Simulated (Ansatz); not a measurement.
## TiAl2: enthalpy under pressure, worked through

These are results of DFT r2SCAN, scalar-relativistic, plane waves, PAW (Ansatz 0.2.0), not measurements. (500 eV cutoff, 10×10×10 k-mesh, Gaussian smearing of 0.10 eV, no spin polarisation)

Starting point, cell and atoms relaxed:

```xyz
6
Lattice="1.9567 -6.0339 0.0000 1.9567 6.0339 0.0000 0.0000 0.0000 3.9929" Properties=species:S:1:pos:R:3 pbc="T T T"
Ti    1.9567   -1.8876    0.0000
Ti    1.9567    1.8876    0.0000
Al    0.0000    0.0000    0.0000
Al    1.9567   -3.9513    1.9964
Al    1.9567    3.9513    1.9964
Al    1.9567    0.0000    1.9964
```

Cell and atoms were relaxed at each target pressure within the start's symmetry (Cmmm), at zero temperature; other phases can be more stable under pressure. H = E + PV with P the target; E is the free energy at the smearing used, whose derivative the pressure is, per atom and counted from zero pressure.

| P (GPa) | V (Å³/atom) | E − E0 (meV) | H − H0 (meV) |
| --- | --- | --- | --- |
| 0 | 15.714 | 0.0 | 0.0 |
| 3 | 15.336 | 3.5 | 290.6 |
| 8 | 14.790 | 22.0 | 760.5 |
| 15 | 14.159 | 66.9 | 1392.5 |
| 30 | 13.125 | 209.4 | 2667.0 |
| 60 | 11.739 | 588.7 | 4984.9 |

Thermodynamics gives dH/dP = V along a relaxed path. Integrate V over P by the trapezoid rule and compare with the computed enthalpies.

With 1 eV/Å³ = 160.22 GPa, each step adds the mean volume times ΔP / 160.22:
```csv
P (GPa),∫V dP (meV),H − H0 (meV),difference (meV)
3,290.7,290.6,0.1
8,760.8,760.5,0.3
15,1393.2,1392.5,0.7
30,2670.4,2667.0,3.3
60,4998.3,4984.9,13.3
```

V(P) curves upward, so the trapezoid rule runs high; integrating a smooth curve through the same points puts that excess at about 13.3 meV at 60 GPa, against the 13.3 meV found.

At 60 GPa, how much of the enthalpy change is stored energy and how much is the PV term?

E rises by 589 meV/atom and PV is 60 × 11.739 / 160.22 = 4396 meV/atom, so PV makes 88 % of ΔH. So between rival structures at high pressure a small difference in volume can outweigh the difference in energy: 1 % of this volume is worth 44.0 meV/atom at this pressure.

What bulk modulus do the lowest pressures give?

From the pressures that the runs reached, -2.99 GPa (16.143 Å³) and 3.00 GPa (15.336 Å³), B = −ΔP/Δln V = 5.99 / 0.0513 = 117 GPa, a mean over that range.